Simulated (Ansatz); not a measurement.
# PbS under changes of volume

One of the cells (24.874 Å³/atom); the others are scaled copies at fixed shape and fractional positions:

```
Pb S
1.0
     3.67786    0.00000    0.00000
     0.00000    3.67786    0.00000
     0.00000    0.00000    3.67786
Pb S
1 1
Direct
  0.00000 0.00000 0.00000
  0.50000 0.50000 0.50000
```

Measurements of this composition are mostly on another form, of space group No. 225.

```yaml
Program: Ansatz 0.2.0
Functional: PBE0
Potentials_or_basis: Ansatz PAW
Cutoff: "420 eV (not typed: the program's choice for these potentials)"
k_mesh: 4 × 4 × 4
Occupations: fermi-dirac, width 0.05 eV
Spin: no spin polarisation
```

```csv
volume (Å³/atom),energy over the lowest point (meV/atom),pressure (GPa)
22.924,1.80,1.3
23.411,0.00,-0.1
23.899,?,?
24.874,11.96,-1.9
25.362,19.39,-3.0
25.850,29.80,-3.9
```

Problem. What does the run at 23.899 Å³/atom give?

Solution. Energy over the lowest point 2.39 meV/atom; pressure -1.4 GPa.

Worked out: A Birch-Murnaghan fit of order 3 (a polynomial in V^(-2/3)) to the other rows has its minimum at 23.42 Å³/atom with B0 = V·E''(V) = 47 GPa and B' = 5.8. It gives 1.47 meV/atom at 23.899 Å³/atom, against the run's 2.39, and -dE/dV = -0.9 GPa, against -1.4.

Energies are extrapolated to zero smearing.

Caveats: all runs use coarse meshes; the PAW data sets come from PBE, with cores solved anew for the run's functional, which leaves a small shift of forces and pressure; the thresholds are loose for stress.
